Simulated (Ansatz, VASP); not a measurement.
One calculation of AlRu, two programs

```
Al Ru
1.0
     3.07249    0.00000    0.00000
     0.00000    3.07249    0.00000
     0.00000    0.00000    3.07249
Al Ru
1 1
Direct
  0.00000 0.00000 0.00000
  0.50000 0.50000 0.50000
```

Alike in both runs: task single point; functional PBEsol; k mesh 14 × 14 × 14; occupations gaussian, width 0.1 eV; no spin polarisation.

|  | VASP | Ansatz |
| --- | --- | --- |
| version | VASP 6.6.1 | Ansatz 0.2.0 |
| potentials or method | VASP PAW PBE potentials, release 64 (Al, Ru_pv) | scalar-relativistic, plane waves, PAW |
| plane-wave cutoff (eV) | 520 | 420 |
| valence electrons in the cell | 17 | 19 |

```tsv
	VASP	Ansatz	Ansatz less VASP
gap on the k mesh at the Fermi level (eV)	none	none	-
pressure (GPa)	-17.0	-17.0	-0.01
```

A gap of «none» marks a metal or a gap that the smearing closes. The two sets of potentials don't hold the same shells in valence.

Caveats: so large a pressure means that the cell lies far from this level's equilibrium, or that cutoff or potentials fall short (VASP); the potentials were made for another functional, which shifts forces and pressure (VASP).
